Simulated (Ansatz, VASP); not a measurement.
**Two plane-wave programs on TaN**

The input INCAR:

```
SYSTEM = TaN
PREC = Accurate
ENCUT = 520
EDIFF = 1E-6
ISMEAR = 0
SIGMA = 0.1
LREAL = .FALSE.
LASPH = .TRUE.
NELM = 100
ALGO = Normal
ISIF = 2
LWAVE = .FALSE.
LCHARG = .FALSE.
GGA = PS
NBANDS = 15
```

Contents of KPOINTS:

```
regular mesh
0
G
  9 9 6
  0 0 0
```

The input POSCAR:

```
TaN
1.0
    2.9399421800      0.0000000000      0.0000000000
   -1.4699710900      2.5460646100      0.0000000000
    0.0000000000      0.0000000000      2.8901750800
Ta N
1 1
Direct
    0.0000000000      0.0000000000      0.5000000000
    0.6666666700      0.3333333300      0.0000000000
```

Input for Ansatz:

```yaml
crystal:
  lattice:
    - [2.93994218, 0.0, 0.0]
    - [-1.46997109, 2.54606461, 0.0]
    - [0.0, 0.0, 2.89017508]
  atoms:
    - { symbol: Ta, position: [0.0, 0.0, 0.5] }
    - { symbol: "N", position: [0.66666667, 0.33333333, 0.0] }
basis:
  ecutwfc: 420
kpoints:
  mp_grid: { grid: [9, 9, 6] }
hamiltonian:
  xc: pbesol
  pseudopotentials: { kind: paw, azcp: { folder: soft_1 } }
scf:
  occupations: { method: gaussian, width: 0.1 }
output:
  forces: true
  stress: true
  eigenvalues: true
```

The cell comes from a database or a generator and needn't be the stable form of this composition.

Alike in both runs: task single point; functional PBEsol; k mesh 9 × 9 × 6; occupations gaussian, width 0.1 eV; no spin polarisation.

|  | VASP | Ansatz |
| --- | --- | --- |
| version | VASP 6.6.1 | Ansatz 0.2.0 |
| potentials or method | VASP PAW PBE potentials, release 64 (Ta_pv, N) | scalar-relativistic, plane waves, PAW |
| plane-wave cutoff (eV) | 520 | 420 |
| valence electrons in the cell | 16 | 18 |

|  | VASP | Ansatz | Ansatz less VASP |
| --- | --- | --- | --- |
| gap on the k mesh at the Fermi level (eV) | none | none | - |
| pressure (GPa) | -5.4 | -6.3 | -0.82 |
| largest component of the traceless stress (GPa) | 1.32 | 1.47 | +0.149 |

A gap of «none» marks a metal or a gap that the smearing closes. The functional is the same, so the differences come from potentials, cutoffs and numerics. The two sets of potentials don't hold the same shells in valence. Ansatz warned: «pseudo_functional_mismatch».

Caveats: the k mesh is coarse (spacing up to 0.36 Å⁻¹), so the values aren't converged; the PAW data sets were made with another functional, which shifts forces and pressure a little (VASP). Spin-orbit coupling is left out, which matters for the levels of Ta.
